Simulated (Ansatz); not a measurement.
The system is Al2O3.

```
Al O
1.0
     2.88432    0.00000    0.00000
    -1.44216    2.49790    0.00000
     0.00000    0.00000    9.33675
Al O
2 3
Direct
  0.00000 0.00000 0.85001
  0.00000 0.00000 0.14999
  0.33333 0.66667 0.77768
  0.66667 0.33333 0.00000
  0.33333 0.66667 0.22232
```

Measurements of this composition are mostly on another form, of space group No. 167.

Program: Ansatz 0.2.0. Alike in all runs: task band structure; potentials or basis Ansatz PAW; no spin polarisation; cell as given.

Order these runs on this cell by their band gap on the k mesh, lowest first.
A. level BLYP; k mesh 11 × 11 × 3; cutoff (eV) 420; smearing fermi-dirac 0.05 eV; points for each segment of the path 14
B. level r2SCAN; k mesh 12 × 12 × 4; cutoff (eV) 500; smearing fixed; level r2scan; run kind scf
C. level LDA; k mesh 11 × 11 × 3; cutoff (eV) 420; smearing fermi-dirac 0.05 eV; points for each segment of the path 14
D. level HSE06; k mesh 9 × 9 × 2; cutoff (eV) 420; smearing fixed; level hse06; run kind scf
E. level PBE0; k mesh 9 × 9 × 2; cutoff (eV) 420; smearing fixed; level pbe0; run kind scf

C (4.76 eV), A (4.98 eV), B (5.63 eV), D (6.52 eV), E (7.28 eV).

A k mesh can miss the band edges.

Not every run made on this cell is shown here.
